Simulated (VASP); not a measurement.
Runs of VASP 6.6.1 on HgSe. The structure is cubic, space group F-43m (No. 216). The conventional cell has a = 6.078 Å, b = 6.078 Å, c = 6.078 Å, α = 90.00°, β = 90.00°, γ = 90.00°. Hg (site symmetry -43m) is surrounded by 4 Se at 2.63 Å. Se (site symmetry -43m) is surrounded by 4 Hg at 2.63 Å. 

| task | level | smearing | pressure (GPa) |
| --- | --- | --- | --- |
| band structure | revTPSS | fermi-dirac 0.05 eV | (a) |
| single point | PBE | gaussian 0.012 eV | 5.0 |
| band structure | MS2 | fermi-dirac 0.05 eV | 2.2 |
| band structure | TPSS | fermi-dirac 0.05 eV | 5.0 |

Alike in all rows: potentials or basis VASP PAW PBE potentials, release 64 (Hg, Se); no spin polarisation; cell as given; k mesh 8 × 8 × 8; cutoff (eV) 520.

Task: Fill in the values left out.

Result: (a) 3.6.

Caveats: the PAW data sets were made with another functional, which shifts forces and pressure a little (some runs).
